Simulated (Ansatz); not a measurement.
SnO2 (Pnnm), computed twice by G0W0.

```cif
data_structure
_symmetry_space_group_name_H-M 'P 1'
_symmetry_Int_Tables_number 1
_cell_length_a 4.7880
_cell_length_b 4.8666
_cell_length_c 3.2409
_cell_angle_alpha 90.000
_cell_angle_beta 90.000
_cell_angle_gamma 90.000
_cell_volume 75.52
loop_
_atom_site_label
_atom_site_type_symbol
_atom_site_fract_x
_atom_site_fract_y
_atom_site_fract_z
_atom_site_occupancy
Sn1 Sn 0.50000 0.50000 0.50000 1
Sn2 Sn 0.00000 0.00000 0.00000 1
O3 O 0.29185 0.32104 0.00000 1
O4 O 0.79185 0.17896 0.50000 1
O5 O 0.20814 0.82104 0.50000 1
O6 O 0.70815 0.67896 0.00000 1
```

The cell and positions are those that the Materials Project relaxed with its own functionals (PBE, PBE+U or r2SCAN), kept fixed. This is not the form that SnO2 usually takes at ambient conditions. PAW set soft_2, made with PBE.

The first (Ansatz 0.2.0; start PBE, 4×4×4 mesh, 485 empty bands, screening to 200 eV; 1 × NVIDIA H100 80GB HBM3 (shared by 3 runs) with 3 threads of AMD EPYC 7R13 (Zen 3), shared host) gave, on its mesh: starting gap 0.81 eV, G0W0 gap 1.99 eV, RPA ε∞ (mean) 5.34, 40 s.

Question: The second changes empty bands from 485 to 171 and screening cutoff (eV) from 200.0 to 100.0. What does it give?

It gave: starting gap 0.81 eV, G0W0 gap 1.94 eV, RPA ε∞ (mean) 5.39, 11 s. The G0W0 gap moves by −0.05 eV, +0.00 eV from the start and −0.05 eV from the correction. Σc changes by +0.32 eV at the valence top and +0.27 eV at the conduction bottom, and Σx − Vxc between them by +0.00 eV.

Limits: not at the basis limit; no spin-orbit coupling; coarse k mesh.

[Paths, hosts, dates, memory and timing lines, banners, echoed tables and standing remarks are left out of the program output.]

[Logs are printed without paths, hosts, clocks, repeated set-up lines and the standing remarks that a program may print on its own settings, such as how far it seeks lower states.]

[Runs of the session that timed out or met a known fault of the program may be left out.]

[Cells called generated may have been cut or substituted from an entry of the Crystallography Open Database or the Materials Project.]

[Hosts, paths, dates, database ids (printed as entryN), source tags and the programs' standing remarks are cut or masked in the printed files.]
